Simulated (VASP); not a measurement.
A run of VASP 6.6.1:

File INCAR:

```
ALGO = Normal ; DIPOL = 0.5 0.5 0.500
EDIFF = 1E-6 ; EDIFFG = -0.01
ENCUT = 520 ; GGA = PE
IBRION = 2 ; IDIPOL = 3
ISIF = 2 ; ISMEAR = -1
IVDW = 12 ; LASPH = True
LCHARG = False ; LDIPOL = True
LREAL = False ; LWAVE = False
NELM = 80 ; NSW = 60
PREC = Accurate ; SIGMA = 0.05
```

KPOINTS

```
k-points
0
Gamma
  7 7 1
```

The input POSCAR:

```
K
1.0
    4.7251254772      0.0000000000      0.0000000000
   -2.2093571875      4.1767872334      0.0000000000
    0.0000000000      0.0000000000     22.8117980100
K
3
Selective dynamics
Direct
    0.1793869800      0.8206130200      0.3287772405  F F F
    0.8206130200      0.1793869800      0.5000000000  T T T
    0.1793869800      0.8206130200      0.6712227595  T T T
```

Potentials or basis: VASP PAW PBE potentials, release 64 (K_sv).

The run is started by

```sh
$ cat potpaw_PBE.64/K_sv/POTCAR > POTCAR
$ mpirun -np 1 vasp_std > vasp.out
```

Hardware: 1 thread of Intel(R) Xeon(R) Platinum 8488C (Sapphire Rapids), on a shared host.

**Question.** Estimate the wall time of this run.

**Answer.** Wall time 25 min on 1 thread of Intel(R) Xeon(R) Platinum 8488C (Sapphire Rapids) (shared host), peak memory 0.59 GiB. Counts: scf iterations 125, k points 16, ion steps 12.
